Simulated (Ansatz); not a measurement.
**How much do the gradients of SnO depend on the method?**

Cell: a structure deposited in the COD, ions relaxed with PBE at fixed cell.

```
Sn O
1.0
     2.50000   -2.86000    0.00000
     2.50000    2.86000    0.00000
     0.00000    0.00000   11.12000
Sn O
4 4
Direct
  0.00006 0.99994 0.98582
  0.99994 0.00006 0.48582
  0.49968 0.50032 0.27117
  0.50032 0.49968 0.77117
  0.99981 0.50000 0.37851
  0.00019 0.50000 0.87851
  0.50000 0.00019 0.37851
  0.50000 0.99981 0.87851
```

Atoms are numbered from 1 in the order listed; like atoms form one site, named after its first atom.

First run. Method: Kohn–Sham DFT in Ansatz, PBE, plane waves and PAW, scalar-relativistic, 420 eV cutoff, Γ-centred 12×12×5 k-points, Fermi–Dirac smearing 0.05 eV.

```json
{"site": "Sn", "atom": "1", "V_zz (10²¹ V/m²)": "-18.44", "η": "0.31"}
{"site": "O", "atom": "5", "V_zz (10²¹ V/m²)": "-5.04", "η": "0.42"}
```

Second run. The same atoms and settings, except that the functional is PBEsol, the mesh is 8×8×3 and the Fermi–Dirac smearing is 0.02 eV.

Task: What does the second run give?

Result: 

```
site  atom    V_zz     η  change of V_zz
  Sn     1  -17.90  0.32           +0.54
   O     5   -4.99  0.42           +0.05
```

The largest change of V_zz is on Sn, from -18.44 to -17.90. In per cent, |V_zz| changes by -3 on Sn, -1 on O (all sites that start above 0.5).

Without spin–orbit coupling (the program notes it for Sn) the gradients can shift somewhat, as the gap is small. The database positions were far from equilibrium, so the relaxed structure may not be the compound's real one.
For the first run: At this cell the PBE pressure is 2.1 GPa (principal stresses up to 13 GPa in size), so it isn't the equilibrium cell of PBE. The entry's cell may itself be off.
For the second run: At this cell the PBEsol pressure is -1.4 GPa (principal stresses up to 10 GPa in size), so it isn't the equilibrium cell of PBEsol. The largest force is 0.3 eV/Å, so the atoms aren't at the calculated equilibrium and relaxing them would move these values.
